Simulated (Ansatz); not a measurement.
ZnS in the NiAs-type structure was relaxed with 5 functionals in Ansatz 0.2.0, cell and atoms free, the symmetry of the start kept (meshes: PBE 12×12×4, r2SCAN 12×12×4, PBEsol 12×12×4, LDA 12×12×4, HSE06 6×6×4). The structure was generated, not taken from experiment, and needn't be the ground state; spin polarisation is off.

The PBE result:
```xyz
4
Lattice="3.6242 0.0000 0.0000 -1.8121 3.1386 0.0000 0.0000 0.0000 5.9140" Properties=species:S:1:pos:R:3 pbc="T T T"
Zn    0.0000    0.0000    0.0000
Zn    0.0000    0.0000    2.9570
S     0.0000    2.0924    1.4785
S     1.8121    1.0462    4.4355
```

Space group P6_3/mmc (No. 194), hexagonal; a = 3.624 Å, c = 5.914 Å in the conventional setting, 16.82 Å³ an atom. Around Zn lie 6 S at 2.56 Å; around S lie 6 Zn at 2.56 Å.

(1) How does the cell change with r2SCAN?

(2) How does the cell change with HSE06?

(3) Held at the r2SCAN cell, what mean stress do LDA and PBE find, and does its sign point to their own minimum?

## Answers

(1) a = 3.590 Å, c = 5.880 Å; the volume differs by -2.5 % from PBE's. Around Zn lie 6 S at 2.54 Å; around S lie 6 Zn at 2.54 Å.

(2) a = 3.600 Å, c = 5.899 Å; the volume differs by -1.6 % from PBE's. Around Zn lie 6 S at 2.55 Å; around S lie 6 Zn at 2.55 Å.

(3) Yes. LDA -5.27 GPa, and its relaxed volume is -5.4 % from r2SCAN's; PBE +2.27 GPa, and its relaxed volume is +2.5 % from r2SCAN's. Compression counts positive, so a positive stress asks for a larger cell.
